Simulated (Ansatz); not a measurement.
# W (Im-3m) in Ansatz: a series of runs, part 2 of 2

Ansatz 0.2.0. Earlier steps stand in the parts before.

### 3 Single point, PBE, collinear spin, random start, moments held on the sites, 14.90 Å³/atom (volume scaled by 0.94)

input.yaml reads:

```yaml
crystal:
  lattice:
    - [-1.5500431812, 1.5500431812, 1.5500431812]
    - [1.5500431812, -1.5500431812, 1.5500431812]
    - [1.5500431812, 1.5500431812, -1.5500431812]
  atoms:
    - { symbol: W, position: [0.0, 0.0, 0.0], spin: 0.11 }
kpoints:
  mp_grid: { grid: [12, 12, 12] }
scf:
  occupations: { method: fermi_dirac, width: 0.05 }
hamiltonian:
  xc: pbe
  pseudopotentials: { kind: all_electron, lapw: { basis_error: 0.002 } }
magnetization:
  spin_polarized: true
  spin_locking: { lock_spins: true }
output:
  forces: true
  stress: true
  eigenvalues: true
```

Potentials or basis: all-electron LAPW, scalar-relativistic.

The run is started by

```console
$ ansatz run input.yaml --threads 1 --pin off --max-ram 2560MiB --backend cpu --events-out ev --progress --plain --runs-dir out
```

Standard output:

```text
Warning: output.stress: the lock of the moments that magnetization.spin_locking holds to the close lets an SCF meet its threshold on dr2 anywhere within the lock's freeze window, and the stress can move with the moments there: no threshold on dr2 bounds that. The window is the square root of the freeze energy over magnetization.spin_locking.lambda. Set magnetization.spin_locking.freeze_energy_tol to 1e-7 of magnetization.spin_locking.lambda or tighter (1e-7 eV at magnetization.spin_locking.lambda's default), and hold the SCF's own gates tight with it: the threshold on dr2 and, on a non-collinear run, whose gate on the magnetisation can be let go, scf.convergence.magnetization_residual_energy_tol, under 2e-7 eV over the cell's volume in cubic angstroms (a run under these bars is not thereby shown to hold its stress)
Warning: RAYON_NUM_THREADS=1 ignored (pool sized by the plan → 1); use --threads N
LAPW: plane waves up to 8.553 Å⁻¹, error target 2.0e-3 eV per atom; small_component_spin mean_spin; W in spheres of 1.342 Å, 44 of its electrons in bands, Dirac shells [] (how accurate: hamiltonian.pseudopotentials.lapw.basis_error, Limitations)
Engine: ansatz 0.2.0, x86_64-unknown-linux-gnu
Pseudopotentials: kind: all_electron
Pseudopotential: W, LAPW, valence charge 44, lapw/all_electron/scalar/gaussian/W, Koelling and Harmon's equation, gaussian nucleus
Functional definition: PBE
  parameter kappa = 0.804
  parameter beta = 0.06672455060314922
  exchange = pbe_x(kappa = kappa, mu = beta*pi^2/3)
  correlation = pbe_c(beta = beta)
Crystal: 1 atoms, lattice volume = 14.897 Å³
Basis set: ecut = 278.73945723087814 eV, 141 PW (Γ), exchange–correlation at level 2
Bands: 27, of which v1, the nominal top of the filled ones, is band 22 counted from 1 (21 counted from 0)
Symmetry: 48 space group operations
Space group: Im-3m (ITA 229), of the structure as read, at distance tolerance 2.5e-5 Å
Magnetic group: BNS 229.140 (UNI 1642), of the structure as read, at distance tolerance 2.5e-5 Å
k-points: 72 of 1728
Non-local potential: W, projectors of the file, none
Initial density: superposition of atomic densities (chi_scale 0.1, normalization cell)
Starting moments: Σ|m| = 0.11 μB on 1 of 1 site
Initial wavefunctions: plane waves of lowest kinetic energy (no species holds an atomic orbital)
Functional: x = pbe(κ = 0.804, μ = 0.2195149727645171), c = pbe(β = 0.06672455060314922)
iter 1 solved again at ethr=2.24e-4 eV; its pass at ethr=1.00e-1 eV (dr2=9.85e-2 eV) is discarded
SCF iter   1: F=-439201.937632 eV  HF=-439202.288086 eV  |F-HF|=3.50e-1  |Δ(HF+E_count)|=         —  Δρ=1.92e-2 (↑1.92e-2 ↓1.78e-2)  dr2=9.88e-2  dr2_m=9.46e-4  M=0.034 μB ∫|m|=0.035 μB  β_m=0.30  ethr=2.24e-4  ⟨swp⟩=2.9  Hψ=23996  notcnv=0
preconditioner: auto → Kerker (q_TF=auto, 3.268 Å⁻¹)  [metal: Δε(μ)=0.011 eV  Ē_g=31.911 eV  σ=0.050 eV  W_gap=0.06  n_scr=12 (ndim 8)  ℏωp=49.1 eV  f_vac=0.000  D(μ)=0.49/eV (n_scr^D=0)]
spin=Collinear: Kerker preconditioning applied to the charge; magnetization (m = ρ↑ − ρ↓) channel mixes plain (no charge-response kernel on spin).
SCF iter   2: F=-439202.082846 eV  HF=-439202.155916 eV  |F-HF|=7.31e-2  |Δ(HF+E_count)|=   1.32e-1  Δρ=1.33e-2 (↑1.33e-2 ↓1.26e-2)  dr2=5.14e-2  dr2_m=2.18e-4  M=0.051 μB ∫|m|=0.051 μB  β_m=0.44  ethr=2.24e-4  ⟨swp⟩=2.0  Hψ=11877  notcnv=0
SCF iter   3: F=-439202.112440 eV  HF=-439202.116034 eV  |F-HF|=3.59e-3  |Δ(HF+E_count)|=   3.99e-2  Δρ=6.15e-3 (↑6.15e-3 ↓6.14e-3)  dr2=1.43e-2  dr2_m=7.57e-6  M=0.060 μB ∫|m|=0.060 μB  β_m=0.48  ethr=1.17e-4  ⟨swp⟩=2.0  Hψ=11595  notcnv=0
SCF iter   4: F=-439202.115836 eV  HF=-439202.114916 eV  |F-HF|=9.20e-4  |Δ(HF+E_count)|=         —  Δρ=3.27e-3 (↑3.21e-3 ↓3.27e-3)  dr2=4.91e-3  dr2_m=1.01e-6  M=0.060 μB ∫|m|=0.060 μB  β_m=0.74  ethr=3.25e-5  ⟨swp⟩=2.0  Hψ=11393  notcnv=0
the basis was enlarged: its passes take 899.8 KiB over the memory plan, 2 of 2 planned eigensolver slots
SCF iter   5: F=-439202.116077 eV  HF=-439202.116028 eV  |F-HF|=4.91e-5  |Δ(HF+E_count)|=   1.11e-3  Δρ=9.57e-4 (↑9.23e-4 ↓9.57e-4)  dr2=5.42e-4  dr2_m=1.37e-6  M=0.060 μB ∫|m|=0.060 μB  β_m=0.87  ethr=1.12e-5  ⟨swp⟩=2.0  Hψ=11377  notcnv=0
iter 6 solved again at ethr=5.10e-8 eV; its pass at ethr=1.23e-6 eV (dr2=2.24e-5 eV) is discarded
[... 17 lines left out ...]
SCF iter  19: F=-439202.104731 eV  HF=-439202.104732 eV  |F-HF|=7.43e-7  |Δ(HF+E_count)|=   3.15e-5  Δρ=9.38e-6 (↑4.27e-6 ↓9.38e-6)  dr2=2.00e-8  dr2_m=1.30e-9  M=0.120 μB ∫|m|=0.121 μB  β_m=0.63  ethr=4.86e-10  ⟨swp⟩=3.0  Hψ=11848  notcnv=0
SCF iter  20: F=-439202.104728 eV  HF=-439202.104728 eV  |F-HF|=1.75e-10  |Δ(HF+E_count)|=   4.02e-6  Δρ=8.54e-6 (↑5.16e-6 ↓8.54e-6)  dr2=2.44e-8  dr2_m=5.76e-10  M=0.120 μB ∫|m|=0.121 μB  β_m=0.82  ethr=4.55e-11  ⟨swp⟩=2.1  Hψ=11406  notcnv=0
SCF iter  21: F=-439202.104725 eV  HF=-439202.104725 eV  |F-HF|=1.75e-10  |Δ(HF+E_count)|=   2.91e-6  Δρ=2.11e-6 (↑2.11e-6 ↓1.79e-6)  dr2=2.36e-9  dr2_m=1.65e-11  M=0.120 μB ∫|m|=0.121 μB  β_m=0.91  ethr=4.55e-11  ⟨swp⟩=2.1  Hψ=11415  notcnv=0
SCF iter  22: F=-439202.104726 eV  HF=-439202.104726 eV  |F-HF|=1.16e-10  |Δ(HF+E_count)|=   1.19e-6  Δρ=6.29e-7 (↑5.30e-7 ↓6.29e-7)  dr2=1.52e-10  dr2_m=7.69e-12  M=0.120 μB ∫|m|=0.121 μB  β_m=0.95  ethr=6.96e-12 (applied; sched 5.36e-12)  ⟨swp⟩=2.0  Hψ=11396  notcnv=0
SCF iter  23: F=-439202.104727 eV  HF=-439202.104727 eV  |F-HF|=1.16e-10  |Δ(HF+E_count)|=   2.84e-7  Δρ=1.26e-7 (↑1.26e-7 ↓1.23e-7)  dr2=6.95e-12  dr2_m=4.33e-15  M=0.120 μB ∫|m|=0.121 μB  ethr=6.96e-12 (applied; sched 1.00e-12)  ⟨swp⟩=2.0  Hψ=11396  notcnv=0
SCF 1 converged in 23 iterations: F = -439202.104727 eV  dr2 = 6.95e-12
this state was not tested for a lower state beside it, because a magnetisation constraint still acts at the end of the SCF (magnetization_constraint; see scf.lower_state_search)
SCF converged after 23 iterations
Magnetization: 0.1201 μB (22.0601 up, 21.9399 down)
Absolute magnetization: 0.1208 μB (∫|ρ↑−ρ↓|)
Spin contamination: 0.0005 ħ² per cell (⟨S²⟩ above its minimum at these occupations)
Per-site moments (μB) at R_I (Å): [(0.1043820246538085, 1.107460836802688)]
--- Magnetisation constraints (ε_frz = 1.0e-4 eV) ---
  site  kind      target   achieved (μB)  |Δ|max (μB)  g (eV/μB)  λ_eff  esc  ok   flags
  0     per_site  +0.1100  +0.1044        5.62e-3      -2.97e-1   1.000  0    yes
Free energy (F): -439202.104727 eV
Harris-Foulkes:  -439202.104727 eV  (|F-HF|=1.16e-10)
Internal energy: -439202.101563 eV  (E = F + TS)
E sigma→0 (E₀):  -439202.103145 eV
Entropy (-TS):   -0.003164 eV (-3.164 meV/atom)
Fermi energy:    31.163576 eV
--- Per-component energies (eV) ---
  E_band       = -4255.754520
  E_kinetic    = 491891.765753
  E_xc         = -8834.842487
  E_constr_dc  = -0.030999  (∫m·b dr)
  E_electrostatic = -922259.024829  (all electrons and nuclei)
  E_smearing   = -0.003164  (= −TS)
  E_closure    = 0.000000  (closes the sum)
  E_penalty    = 0.001637  (constraint; not in F)
  E_atoms      = -439190.788623  (free atoms, spherical and without spin; not in F)
  Σ components = -439202.104727   (vs F -439202.104727, Δ=0.00e0)
  Basis errors (estimates in eV, not in F): energy 5.3e-4 per atom: plane waves 4.6e-4 (2.5e-4 summed), levels above the bands 6.6e-114, relativity 1.3e-7, radial functions 6.4e-5, core shells 4.8e-8; eigenvalues (radial functions only) 4.0e-6; not estimated: angular momenta, meshes, grids; target (lapw.basis_error) 2.0e-3; muffin-tin radii W 1.342 Å
--- Forces (eV/Å), atoms counted from 1 ---
  atom   1  W     -0.00000000     0.00000000    -0.00000000
  max |Σ_I F_I| component: 2.17e-30 eV/Å
--- Stress (GPa, compression-positive) ---
       28.298271       0.000000       0.000000
        0.000000      28.298271      -0.000000
        0.000000      -0.000000      28.298271
  P = ⅓ Tr σ = 28.2983 GPa (282.983 kbar)
--- Band table (eV; the first three rows and the last of 144) ---
  k-point 0 ↑: bands = ["-386.9640", "-386.9640", "-386.9640", "-202.0458", "-202.0458", "-202.0063", "-202.0063", "-202.0063", "-43.1654", "-6.6657", "-6.6657", "-6.6657", "2.7690", "2.7690", "2.7690", "2.8015", "2.8015", "2.8015", "2.8795", "21.1016", "29.5682", "29.5682", "29.5682", "33.3307", "33.3307", "45.7247", "45.7247"]
  k-point 1 ↑: bands = ["-386.9640", "-386.9640", "-386.9640", "-202.0458", "-202.0458", "-202.0063", "-202.0063", "-202.0063", "-43.1537", "-6.7804", "-6.7009", "-6.6665", "2.7701", "2.7715", "2.7719", "2.7987", "2.8005", "2.8008", "2.8757", "21.4615", "29.3520", "29.5165", "29.9212", "32.9983", "33.3344", "46.0270", "46.3216"]
  k-point 2 ↑: bands = ["-386.9640", "-386.9640", "-386.9640", "-202.0458", "-202.0458", "-202.0063", "-202.0063", "-202.0063", "-43.1216", "-7.0857", "-6.7962", "-6.6685", "2.7728", "2.7786", "2.7797", "2.7918", "2.7972", "2.7994", "2.8663", "22.4332", "28.8098", "29.2642", "30.9524", "32.5685", "33.3822", "46.5719", "47.9987"]
  k-point 71 ↓: bands = ["-386.3632", "-386.3632", "-386.3632", "-201.4451", "-201.4451", "-201.4037", "-201.4037", "-201.4037", "-42.2084", "-7.1068", "-7.1068", "-7.1068", "3.3782", "3.3782", "3.3782", "3.3861", "3.4394", "3.4394", "3.4394", "25.0417", "25.0417", "37.1540", "37.1540", "37.1540", "40.1286", "40.1286", "40.1286"]
```

Run time: 21 s. Hardware: 1 thread of Intel Xeon 6975P-C (Granite Rapids), shared host; peak memory 0.42 GiB.

What came out:

```yaml
Free_energy: -439202.1047 eV
Band_gap_on_the_k_mesh: none (metal or under the smearing width)
Net_moment: 0.12 μB per cell
Absolute_moment: 0.12 μB per cell
Site_moments: W +0.10 μB
```

Caveat: the SCF stop doesn't bound the stress; each atom's moment is held at its typed value, so this isn't a free magnetic state.

### 4 Single point, PBE, collinear spin, random start, moments held on the sites, 15.21 Å³/atom (volume scaled by 0.96)

Changes to input.yaml since step 3:

```diff
@@ -2,5 +2,5 @@
   lattice:
-    - [-1.5500431812, 1.5500431812, 1.5500431812]
-    - [1.5500431812, -1.5500431812, 1.5500431812]
-    - [1.5500431812, 1.5500431812, -1.5500431812]
+    - [-1.5609593379, 1.5609593379, 1.5609593379]
+    - [1.5609593379, -1.5609593379, 1.5609593379]
+    - [1.5609593379, 1.5609593379, -1.5609593379]
   atoms:
```

The run is started by

```console
$ ansatz run input.yaml --threads 1 --pin off --max-ram 2560MiB --backend cpu --events-out ev --progress --plain --runs-dir out
```

Wall time 20 s (1 thread of Intel Xeon 6975P-C (Granite Rapids), shared host); peak memory 0.42 GiB.

Results (log left out):

```
Free energy            : -439202.1524 eV
Band gap on the k mesh : none (metal or under the smearing width)
Net moment             : 0.12 μB per cell
Absolute moment        : 0.12 μB per cell
Site moments           : W +0.10 μB
```

Caveat: the SCF stop doesn't bound the stress; each atom's moment is held at its typed value, so this isn't a free magnetic state.

### 5 Single point, PBE, collinear spin, random start, moments held on the sites, 15.53 Å³/atom (volume scaled by 0.98)

Changes to input.yaml since step 4:

```diff
@@ -2,5 +2,5 @@
   lattice:
-    - [-1.5609593379, 1.5609593379, 1.5609593379]
-    - [1.5609593379, -1.5609593379, 1.5609593379]
-    - [1.5609593379, 1.5609593379, -1.5609593379]
+    - [-1.5717249149, 1.5717249149, 1.5717249149]
+    - [1.5717249149, -1.5717249149, 1.5717249149]
+    - [1.5717249149, 1.5717249149, -1.5717249149]
   atoms:
```

The run is started by

```console
$ ansatz run input.yaml --threads 1 --pin off --max-ram 2560MiB --backend cpu --events-out ev --progress --plain --runs-dir out
```

Run time: 17 s. Hardware: 1 thread of Intel Xeon 6975P-C (Granite Rapids), shared host; peak memory 0.42 GiB.

It converged, with:

| Quantity | Value |
| --- | --- |
| Free energy | -439202.1854 eV |
| Band gap on the k mesh | none (metal or under the smearing width) |
| Net moment | 0.11 μB per cell |
| Absolute moment | 0.12 μB per cell |
| Site moments | W +0.10 μB |

Caveat: the SCF stop doesn't bound the stress; each atom's moment is held at its typed value, so this isn't a free magnetic state.

### 6 Single point, PBE, collinear spin, random start, moments held on the sites, 15.85 Å³/atom

Changes to input.yaml since step 5:

```diff
@@ -2,5 +2,5 @@
   lattice:
-    - [-1.5717249149, 1.5717249149, 1.5717249149]
-    - [1.5717249149, -1.5717249149, 1.5717249149]
-    - [1.5717249149, 1.5717249149, -1.5717249149]
+    - [-1.582345, 1.582345, 1.582345]
+    - [1.582345, -1.582345, 1.582345]
+    - [1.582345, 1.582345, -1.582345]
   atoms:
```

Potentials or basis: all-electron LAPW, scalar-relativistic.

The run is started by

```console
$ ansatz run input.yaml --threads 1 --pin off --max-ram 2560MiB --backend cpu --events-out ev --progress --plain --runs-dir out
```

It took 17 s on 1 thread of Intel Xeon 6975P-C (Granite Rapids), shared host; peak memory 0.41 GiB.

It converged, with:

- Free energy: -439202.2032 eV
- Band gap on the k mesh: none (metal or under the smearing width)
- Net moment: 0.11 μB per cell
- Absolute moment: 0.12 μB per cell
- Site moments: W +0.10 μB

Caveat: the SCF stop doesn't bound the stress; each atom's moment is held at its typed value, so this isn't a free magnetic state.

### 7 Single point, PBE, collinear spin, random start, moments held on the sites, 16.16 Å³/atom (volume scaled by 1.02)

Changes to input.yaml since step 6:

```diff
@@ -2,5 +2,5 @@
   lattice:
-    - [-1.582345, 1.582345, 1.582345]
-    - [1.582345, -1.582345, 1.582345]
-    - [1.582345, 1.582345, -1.582345]
+    - [-1.5928244114, 1.5928244114, 1.5928244114]
+    - [1.5928244114, -1.5928244114, 1.5928244114]
+    - [1.5928244114, 1.5928244114, -1.5928244114]
   atoms:
```

The run is started by

```console
$ ansatz run input.yaml --threads 1 --pin off --max-ram 2560MiB --backend cpu --events-out ev --progress --plain --runs-dir out
```

It took 17 s on 1 thread of Intel Xeon 6975P-C (Granite Rapids), shared host; peak memory 0.42 GiB.

Results (log left out):

- Free energy: -439202.2079 eV
- Band gap on the k mesh: none (metal or under the smearing width)
- Net moment: 0.11 μB per cell
- Absolute moment: 0.12 μB per cell
- Site moments: W +0.10 μB

Caveat: the SCF stop doesn't bound the stress; each atom's moment is held at its typed value, so this isn't a free magnetic state.

### 8 Single point, PBE, collinear spin, random start, moments held on the sites, 16.48 Å³/atom (volume scaled by 1.04)

Changes to input.yaml since step 7:

```diff
@@ -2,5 +2,5 @@
   lattice:
-    - [-1.5928244114, 1.5928244114, 1.5928244114]
-    - [1.5928244114, -1.5928244114, 1.5928244114]
-    - [1.5928244114, 1.5928244114, -1.5928244114]
+    - [-1.6031677168, 1.6031677168, 1.6031677168]
+    - [1.6031677168, -1.6031677168, 1.6031677168]
+    - [1.6031677168, 1.6031677168, -1.6031677168]
   atoms:
```

The run is started by

```console
$ ansatz run input.yaml --threads 1 --pin off --max-ram 2560MiB --backend cpu --events-out ev --progress --plain --runs-dir out
```

It took 17 s on 1 thread of Intel Xeon 6975P-C (Granite Rapids), shared host; peak memory 0.42 GiB.

It converged, with:

```yaml
Free_energy: -439202.2010 eV
Band_gap_on_the_k_mesh: none (metal or under the smearing width)
Net_moment: 0.11 μB per cell
Absolute_moment: 0.12 μB per cell
Site_moments: W +0.11 μB
```

Caveat: the SCF stop doesn't bound the stress; each atom's moment is held at its typed value, so this isn't a free magnetic state.

### 9 Single point, PBE, collinear spin, random start, moments held on the sites, 16.80 Å³/atom (volume scaled by 1.06)

Changes to input.yaml since step 8:

```diff
@@ -2,5 +2,5 @@
   lattice:
-    - [-1.6031677168, 1.6031677168, 1.6031677168]
-    - [1.6031677168, -1.6031677168, 1.6031677168]
-    - [1.6031677168, 1.6031677168, -1.6031677168]
+    - [-1.6133792515, 1.6133792515, 1.6133792515]
+    - [1.6133792515, -1.6133792515, 1.6133792515]
+    - [1.6133792515, 1.6133792515, -1.6133792515]
   atoms:
```

Potentials or basis: all-electron LAPW, scalar-relativistic.

The run is started by

```console
$ ansatz run input.yaml --threads 1 --pin off --max-ram 2560MiB --backend cpu --events-out ev --progress --plain --runs-dir out
```

It took 17 s on 1 thread of Intel Xeon 6975P-C (Granite Rapids), shared host; peak memory 0.42 GiB.

The run converged. Its results:

```
Free energy            : -439202.1841 eV
Band gap on the k mesh : none (metal or under the smearing width)
Net moment             : 0.11 μB per cell
Absolute moment        : 0.12 μB per cell
Site moments           : W +0.11 μB
```

Caveat: the SCF stop doesn't bound the stress; each atom's moment is held at its typed value, so this isn't a free magnetic state.

### 10 Equation of state, PBE, collinear spin, random start, moments held on the sites

This step only gathers the single runs of the series.

Results:

```
Equilibrium volume                      : 16.13 Å³/atom
Bulk modulus                            : 303 GPa
Pressure derivative of the bulk modulus : 4.3 (rough: it moves with the points fitted)
```

Energy against volume, from the lowest point:
```
volume (Å³/atom)  energy (meV/atom)
          14.897             103.18
          15.214              55.50
          15.531              22.46
          15.848               4.69
          16.165               0.00
          16.482               6.90
          16.798              23.81
```

Caveat: the SCF stop doesn't bound the stress; each atom's moment is held at its typed value, so this isn't a free magnetic state. Spin-orbit coupling is left out, which matters for the levels of W.
